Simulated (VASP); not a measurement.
# O (C2/m) in VASP: further runs

The runs below take O through single point, with PBEsol.

Program: VASP 6.6.1. These are calculated values, not measurements. Logs are shortened: lines on timing, memory, paths and dates and some standing lists are left out, and cuts for length are marked.

### 1 The crystal as given

It takes space group C2/m (No. 12, monoclinic). The conventional cell has a = 5.703 Å, b = 3.325 Å, c = 4.363 Å, α = 90.00°, β = 123.29°, γ = 90.00°. Around O (site symmetry m) lie 1 O at 1.22 Å.

### 2 Single point, PBEsol

Contents of INCAR:

```
SYSTEM = O
PREC = Accurate
ENCUT = 520
EDIFF = 1E-7
ISMEAR = -1
SIGMA = 0.05
LREAL = .False.
LASPH = .True.
NELM = 100
ALGO = Fast
ISIF = 2
LWAVE = .False.
LCHARG = .False.
GGA = PS
NBANDS = 13
```

Contents of KPOINTS:

```
regular mesh
0
Gamma
  4 4 3
  0 0 0
```

Contents of POSCAR:

```
O
1.0
    2.8514028500     -1.6624159400      0.0000000000
    2.8514028500      1.6624159400      0.0000000000
   -2.3944914000      0.0000000000      3.6470501800
O
2
Direct
    0.0254538300      0.0254538300      0.1555740200
    0.9745461700      0.9745461700      0.8444259800
```

Potentials or basis: VASP PAW PBE potentials, release 64 (O).

On the command line:

```sh
cat potpaw_PBE.64/O/POTCAR > POTCAR
mpirun -np 1 vasp_std > vasp.out
```

OUTCAR:

```text
SYSTEM = O
   PREC = Accurate
   ENCUT = 520
   EDIFF = 1E-7
   ISMEAR = -1
   LREAL = .False.
   LASPH = .True.
   NELM = 100
   ISIF = 2
   GGA = PS

 ion  position               nearest neighbor table
   1  0.025  0.025  0.156-   2 1.22
   2  0.975  0.975  0.844-   1 1.22

  LATTYP: Found a base centered monoclinic cell.
 ALAT       =     5.7028057000
 B/A-ratio  =     0.5830168613
 C/A-ratio  =     0.7650377978
 COS(beta)  =    -0.5488350187

  Lattice vectors:

 A1 = (   2.8514028500,  -1.6624159400,   0.0000000000)
 A2 = (   2.8514028500,   1.6624159400,   0.0000000000)
 A3 = (  -2.3944914000,   0.0000000000,   3.6470501800)

Analysis of symmetry for initial positions (statically):
=====================================================================
 Subroutine PRICEL returns:
 Original cell was already a primitive cell.

 Routine SETGRP: Setting up the symmetry group for a
 base centered monoclinic supercell.

 Subroutine GETGRP returns: Found  4 space group operations
 (whereof  4 operations were pure point group operations)
 out of a pool of  4 trial point group operations.

The static configuration has the point symmetry C_2h.

Analysis of symmetry for dynamics (positions and initial velocities):
=====================================================================
 Subroutine PRICEL returns:
 Original cell was already a primitive cell.

 Routine SETGRP: Setting up the symmetry group for a
 base centered monoclinic supercell.

 Subroutine GETGRP returns: Found  4 space group operations
 (whereof  4 operations were pure point group operations)
 out of a pool of  4 trial point group operations.

The dynamic configuration has the point symmetry C_2h.

 Subroutine INISYM returns: Found  4 space group operations
 (whereof  4 operations are pure point group operations),
 and found     1 'primitive' translations

----------------------------------------------------------------------------------------

                                     Primitive cell

  volume of cell :      34.5756

  direct lattice vectors                    reciprocal lattice vectors
     2.851402850 -1.662415940  0.000000000     0.175352283 -0.300767087  0.115128532
     2.851402850  1.662415940  0.000000000     0.175352283  0.300767087  0.115128532
    -2.394491400  0.000000000  3.647050180     0.000000000  0.000000000  0.274194198

  length of vectors
     3.300624936  3.300624936  4.362861914     0.366693118  0.366693118  0.274194198

  position of ions in fractional coordinates (direct lattice)
     0.025453830  0.025453830  0.155574020
     0.974546170  0.974546170  0.844425980

  ion indices of the primitive-cell ions
   primitive index   ion index
                 1           1
                 2           2

----------------------------------------------------------------------------------------

 KPOINTS: regular mesh

Automatic generation of k-mesh.
 Grid dimensions read from file:
 generate k-points for:    4    4    3

 Generating k-lattice:

  Cartesian coordinates                     Fractional coordinates (reciprocal lattice)
     0.043838071 -0.075191772  0.028782133     0.250000000  0.000000000  0.000000000
     0.043838071  0.075191772  0.028782133     0.000000000  0.250000000  0.000000000
     0.000000000  0.000000000  0.091398066     0.000000000  0.000000000  0.333333333

  Length of vectors
     0.091673280  0.091673280  0.091398066

  Shift w.r.t. Gamma in fractional coordinates (k-lattice)
     0.000000000  0.000000000  0.000000000

 Subroutine IBZKPT returns following result:
 ===========================================

 Found     17 irreducible k-points:

 Following reciprocal coordinates:
            Coordinates               Weight
  0.000000  0.000000  0.000000      1.000000
  0.250000  0.000000  0.000000      4.000000
  0.500000  0.000000  0.000000      2.000000
  0.250000  0.250000  0.000000      2.000000
  0.500000  0.250000  0.000000      4.000000
 -0.250000  0.250000  0.000000      2.000000
[... 9 lines left out ...]
 -0.250000  0.500000  0.333333      4.000000
 -0.250000 -0.250000  0.333333      2.000000
   k-points           NKPTS =     17   k-points in BZ     NKDIM =     17   number of bands    NBANDS=     13
   number of dos      NEDOS =    301   number of ions     NIONS =      2
   total plane-waves  NPLWV =  25088
   dimension x,y,z NGX =    28 NGY =   28 NGZ =   32
   dimension x,y,z NGXF=    56 NGYF=   56 NGZF=   64
   ions per type =               2
   NGX,Y,Z   is equivalent  to a cutoff of  14.10, 14.10, 12.19 a.u.
   NGXF,Y,Z  is equivalent  to a cutoff of  28.21, 28.21, 24.39 a.u.
 SYSTEM =  O
   PREC   = accura    normal or accurate (medium, high low for compatibility)
   ISTART =      0    job   : 0-new  1-cont  2-samecut
   ICHARG =      2    charge: 1-file 2-atom 10-const
   ISPIN  =      1    spin polarized calculation?
   LNONCOLLINEAR =      F non collinear calculations
   LSORBIT =      F    spin-orbit coupling
   LASPH  =      T    aspherical Exc in radial PAW
   ENCUT  =  520.0 eV  38.22 Ry    6.18 a.u.   6.14  6.14  8.11*2*pi/ulx,y,z
   NELM   =    100;   NELMIN=  2; NELMDL= -5     # of ELM steps
   EDIFF  = 0.1E-06   stopping-criterion for ELM
   LREAL  =      F    real-space projection
   EDIFFG = 0.1E-05   stopping-criterion for IOM
   NSW    =      0    number of steps for IOM
   IBRION =     -1    ionic relax: 0-MD 1-quasi-New 2-CG
   NFREE  =      0    steps in history (QN), initial steepest desc. (CG)
   ISIF   =      2    stress and relaxation
   ISYM   =      2    0-nonsym 1-usesym 2-fastsym
   POTIM  = 0.5000    time-step for ionic-motion
   TEBEG  =    0.0;   TEEND  =   0.0 temperature during run
   PSTRESS=    0.0 pullay stress
   NELECT =      12.0000    total number of electrons
   NUPDOWN=      -1.0000    fix difference up-down
   EMIN   =  10.00;   EMAX   =-10.00  energy-range for DOS
   EFERMI =   0.00;   METHOD = LEGACY
   ISMEAR =    -1;   SIGMA  =   0.05  broadening in eV -4-tet -1-fermi 0-gaus
   EFERMI_NEDOS =   21; number of points for ismear=-14 and -15
   IALGO  =     68    algorithm
   IMIX   =      4    mixing-type and parameters
     AMIX     =   0.40;   BMIX     =  1.00
     AMIX_MAG =   1.60;   BMIX_MAG =  1.00
  volume/ion in A,a.u.               =      17.29       116.66
  Fermi-wavevector in a.u.,A,eV,Ry     =   1.150479  2.174089 18.008688  1.323601
  Thomas-Fermi vector in A             =   2.287142
   LORBIT       =      0    0 simple, 1 ext, 2 COOP (PROOUT), +10 PAW based schemes
   GGA     = PS    functional components
   LHFCALC =     F    Hartree Fock is set to
   AEXX    =    0.0000 exact exchange contribution
   IVDW    =     0    specifies the selected vdW correction
   LEPSILON=     F    determine dielectric tensor
   LRPA    =     F    only Hartree local field effects (RPA)
 non-spin polarized calculation
 RMM-DIIS sequential band-by-band and
  energy-cutoff  :      520.00
  volume of cell :       34.58
 maximum number of plane-waves:       941
 NGX is ok and might be reduce to    28
   NGX = 13   NGY = 13   NGZ = 17

 number of electron      11.9999999 magnetization

 Free energy of the ion-electron system (eV)
  ---------------------------------------------------
  ext. energy  EPLUGINS =         0.00000000
  ---------------------------------------------------
  free energy    TOTEN  =        -9.49745202 eV

  energy without entropy =       -9.44297945  energy(sigma->0) =       -9.47021574

 E-fermi :  -1.8304     XC(G=0):  -7.5235

 val. band max:       -1.8481386748   @ k =   0.2500   0.2500   0.0000
 cond. band min:      -1.8255032288   @ k =   0.2500   0.0000   0.3333
 fundamental gap:      0.0226354460
 Fermi energy:        -1.8304129000

 k-point     1 :       0.0000    0.0000    0.0000
  band No.  band energies     occupation
      1     -28.3283      2.00000
      2     -15.5022      2.00000
      3      -9.6405      2.00000
      4      -8.1266      2.00000
      5      -8.0963      2.00000
      6      -1.9330      1.77221
      7      -1.6453      0.04814
      8       4.8237      0.00000
      9       8.5883      0.00000
     10      12.3583      0.00000
     11      13.5485      0.00000
     12      16.1826      0.00000
     13      17.2163      0.00000

 k-point     2 :       0.2500    0.0000    0.0000
  band No.  band energies     occupation
      1     -28.2732      2.00000
      2     -15.5190      2.00000
      3      -9.5356      2.00000
      4      -8.5451      2.00000
      5      -8.1806      2.00000
      6      -1.9294      1.75734
      7      -1.7719      0.47374
      8       6.0424      0.00000
      9       8.5333      0.00000
     10      11.7388      0.00000
     11      12.6797      0.00000
     12      15.2898      0.00000
     13      15.8110      0.00000

 k-point     3 :       0.5000    0.0000    0.0000
  band No.  band energies     occupation
      1     -28.2179      2.00000
      2     -15.5341      2.00000
      3      -9.2413      2.00000
      4      -9.1409      2.00000
      5      -8.2554      2.00000
      6      -2.1106      1.99266
      7      -1.7055      0.15205
      8       7.8945      0.00000
      9       8.8733      0.00000
     10       9.3693      0.00000
     11      13.0131      0.00000
     12      13.2778      0.00000
     13      16.9026      0.00000
[... 193 lines left out ...]
 k-point    16 :      -0.2500    0.5000    0.3333
  band No.  band energies     occupation
      1     -28.2163      2.00000
      2     -15.5882      2.00000
      3      -9.2210      2.00000
      4      -8.7244      2.00000
      5      -8.5036      2.00000
      6      -1.9954      1.92883
      7      -1.9821      1.90816
      8       6.6537      0.00000
      9       8.5798      0.00000
     10      11.1701      0.00000
     11      12.6821      0.00000
     12      14.3221      0.00000
     13      15.7944      0.00000

 k-point    17 :      -0.2500   -0.2500    0.3333
  band No.  band energies     occupation
      1     -28.2675      2.00000
      2     -15.6235      2.00000
      3      -9.2515      2.00000
      4      -8.5253      2.00000
      5      -8.2407      2.00000
      6      -2.0143      1.95070
      7      -1.7099      0.16480
      8       5.3108      0.00000
      9       8.2992      0.00000
     10      11.8798      0.00000
     11      12.6803      0.00000
     12      16.5182      0.00000
     13      17.4559      0.00000

------------------------ aborting loop because EDIFF is reached ----------------------------------------

  FORCE on cell =-STRESS in cart. coord.  units (eV):
  Direction    XX          YY          ZZ          XY          YZ          ZX
  --------------------------------------------------------------------------------------
  -------------------------------------------------------------------------------------
  Total       -0.0500381     -0.7765075     -0.2278239      0.0000000      0.0000000     -0.0159912
  in kB       -2.3186849    -35.9820787    -10.5569851      0.0000000      0.0000000     -0.7410036
  external PRESSURE =     -16.2859162 kB  Pullay stress =       0.0000000 kB

 VOLUME and BASIS-vectors are now :
 -----------------------------------------------------------------------------
  energy-cutoff  :      520.00
  volume of cell :       34.58
      direct lattice vectors                 reciprocal lattice vectors
     2.851402850 -1.662415940  0.000000000     0.175352283 -0.300767087  0.115128532
     2.851402850  1.662415940  0.000000000     0.175352283  0.300767087  0.115128532
    -2.394491400  0.000000000  3.647050180     0.000000000  0.000000000  0.274194198

 POSITION                                       TOTAL-FORCE (eV/Angst)
 -----------------------------------------------------------------------------------
     -0.22736      0.00000      0.56739        -0.011415      0.000000      0.443762
      3.53568      0.00000      3.07966         0.011415      0.000000     -0.443762
 -----------------------------------------------------------------------------------
    total drift:                                0.000000      0.000000      0.000000

  FREE ENERGIE OF THE ION-ELECTRON SYSTEM (eV)
  ---------------------------------------------------
  free  energy   TOTEN  =        -9.4974520196 eV

  energy  without entropy=       -9.4429794515  energy(sigma->0) =       -9.47021574
```

Run time: 4.8 s. Hardware: 1 thread of Intel Xeon 6975P-C (Granite Rapids), shared host; peak memory 0.14 GiB.

What came out:

| Property | Result |
| --- | --- |
| Free energy | -9.4975 eV |
| Pressure | -1.6 GPa |
| Largest force | 0.444 eV/Å |
| Band gap on the k mesh | none (metal or under the smearing width) |

Forces on the atoms (eV/Å):
```
O   -0.011  0.000  0.444
O    0.011  0.000 -0.444
```

Levels at points of the mesh, in eV from the Fermi level:
```
           k point  band 4  band 5  band 6  band 7  band 8  band 9
(0.00, 0.00, 0.00)   -6.30   -6.27   -0.10    0.19    6.65   10.42
(0.50, 0.00, 0.00)   -7.31   -6.42   -0.28    0.12    9.72   10.70
(0.50, 0.50, 0.00)   -7.09   -6.64   -0.02    0.37    9.71   10.56
```

Caveat: the k mesh is coarse (spacing up to 0.58 Å⁻¹), so the values aren't converged; the standard files for N, O and F lose accuracy on very short bonds; spin is off for a triplet molecule; the PAW data sets were made with another functional, which shifts forces and pressure a little.

### 3 Single point, PBEsol

Contents of INCAR:

```
SYSTEM = O
  ALGO = Fast
  EDIFF = 1E-6
  ENCUT = 520
  GGA = PS
  ISIF = 2
  ISMEAR = -1
  LASPH = .TRUE.
  LCHARG = .TRUE.
  LELF = .TRUE.
  LREAL = .FALSE.
  LVHAR = .TRUE.
  LWAVE = .FALSE.
  NBANDS = 13
  NELM = 100
  PREC = Accurate
  SIGMA = 0.05
```

Contents of KPOINTS:

```
k-points
0
G
  3 3 3
  0 0 0
```

POSCAR is that of step 2.

Potentials or basis: VASP PAW PBE potentials, release 64 (O).

On the command line:

```sh
cat potpaw_PBE.64/O/POTCAR > POTCAR
mpirun -np 1 vasp_std > vasp.out
```

Wall time 3.2 s (1 thread of Intel Xeon 6975P-C (Granite Rapids), shared host); peak memory 0.14 GiB.

It converged, with:

```
Free energy            : -9.4941 eV
Pressure               : -1.6 GPa
Largest force          : 0.412 eV/Å
Band gap on the k mesh : none (metal or under the smearing width)
```

Forces on the atoms (eV/Å):
```
O    0.033  0.000  0.411
O   -0.033  0.000 -0.411
```

Stress tensor (GPa, compression positive):
```
-0.24  0.00  0.16
 0.00 -4.05  0.00
 0.16  0.00 -0.39
```

Levels at points of the mesh, in eV from the Fermi level:
```csv
k point,band 3,band 4,band 5,band 6,band 7,band 8,band 9,band 10
"(0.00, 0.00, 0.00)",-7.80,-6.27,-6.27,-0.10,0.21,6.66,10.43,14.20
```

Caveat: the k mesh is coarse (spacing up to 0.77 Å⁻¹), so the values aren't converged; the standard files for N, O and F lose accuracy on very short bonds; spin is off for a triplet molecule; the PAW data sets were made with another functional, which shifts forces and pressure a little.
